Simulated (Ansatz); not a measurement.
**Zone-centre phonons of BN at -1 GPa: input and output**

Computed with Ansatz 0.2.0, DFT PBEsol, scalar-relativistic, plane waves, PAW.

Launched with:
```bash
ansatz run input.yaml --threads 1 --pin off --max-ram 3072MiB --backend cpu --events-out ev --progress --plain --runs-dir out
```

Input (bare energies are in eV):
```yaml
crystal:
  lattice:
    - [0.0, 1.8044068327, 1.8044068327]
    - [1.8044068327, 0.0, 1.8044068327]
    - [1.8044068327, 1.8044068327, 0.0]
  atoms:
    - { symbol: B, position: [0.0, 0.0, 0.0] }
    - { symbol: "N", position: [0.75, 0.75, 0.75] }
basis:
  ecutwfc: 420
kpoints:
  mp_grid: { grid: [12, 12, 12] }
hamiltonian:
  xc: pbesol
scf:
  occupations: { method: fixed }
output:
  eigenvalues: true
phonons:
  method: dfpt
  dielectric: true
  rigid_motions: translations
  eigenvectors: true
```

The end of the output:
```
--- Phonons (Γ-DFPT): 2 representative perturbations + reference, on 280 of 1728 k-points (Σ response iterations 6) ---
  k mesh reduced under 4 symmetry operations, with k and −k counted as one. Each operation leaves every solved perturbation unchanged. A smaller set is not considered because the run solves the response ...
  ASR residual: 2.528e-4 → 0.000e0 eV/Å²; symmetrization residual: 6.064e-7 eV/Å²
  ASR residual per site (eV/Å²): 8.30e-5 2.53e-4
  Γ frequencies (cm⁻¹): 0.00 0.00 0.00 1043.21 1043.21 1043.21
  ε∞ (high-frequency dielectric tensor):
        4.634290     0.000000    -0.000000
       -0.000000     4.634290     0.000000
        0.000000     0.000000     4.634290
  ε⁰ (static dielectric tensor: ions relaxed, cell fixed):
        6.919499     0.000000    -0.000000
       -0.000000     6.919499     0.000000
        0.000000     0.000000     6.919499
  ε⁰ − ε∞ (ionic part):
        2.285210    -0.000000    -0.000000
       -0.000000     2.285210     0.000000
       -0.000000     0.000000     2.285210
  softest optical mode at Γ: 1043.21 cm⁻¹; the repairs (sum rule, projections) moved no ω² at Γ by more than (2.24 cm⁻¹)²
  Born effective charges Z* (e; rows j = field, columns β = displacement):
    site 0:
         1.90350   -0.00000    0.00000
         0.00000    1.90350   -0.00000
        -0.00000   -0.00000    1.90350
    site 1:
        -1.90350    0.00000   -0.00000
        -0.00000   -1.90350    0.00000
         0.00000    0.00000   -1.90350
  Z* charge neutrality: 5.326e-6 e pre-enforcement
  k-mesh period / interband length: 30.6 Å / 1.31 Å = 23.40 at k = (0.0000, -0.5000, -0.5000), direct gap 9.259 eV — 14 or more, which is no proof of convergence
  optical modes at Γ without the LO–TO term, one row a degenerate level:
      ω (cm⁻¹) modes IR ((D/Å)²/amu)
       1043.21      3            41.1024
  optical modes at Γ + LO–TO along q̂ = [1.0000, 0.0000, 0.0000]:
      ω (cm⁻¹) modes IR ((D/Å)²/amu)
       1043.21      2            27.4016
       1274.73      1            13.7008
  optical modes at Γ + LO–TO along q̂ = [0.0000, 1.0000, 0.0000]:
      ω (cm⁻¹) modes IR ((D/Å)²/amu)
       1043.21      2            27.4016
       1274.73      1            13.7008
  optical modes at Γ + LO–TO along q̂ = [0.0000, 0.0000, 1.0000]:
      ω (cm⁻¹) modes IR ((D/Å)²/amu)
       1043.21      2            27.4016
       1274.73      1            13.7008
```

It took 12 s on 1 thread of Arm Neoverse V1 (shared host), peak memory 0.37 GiB.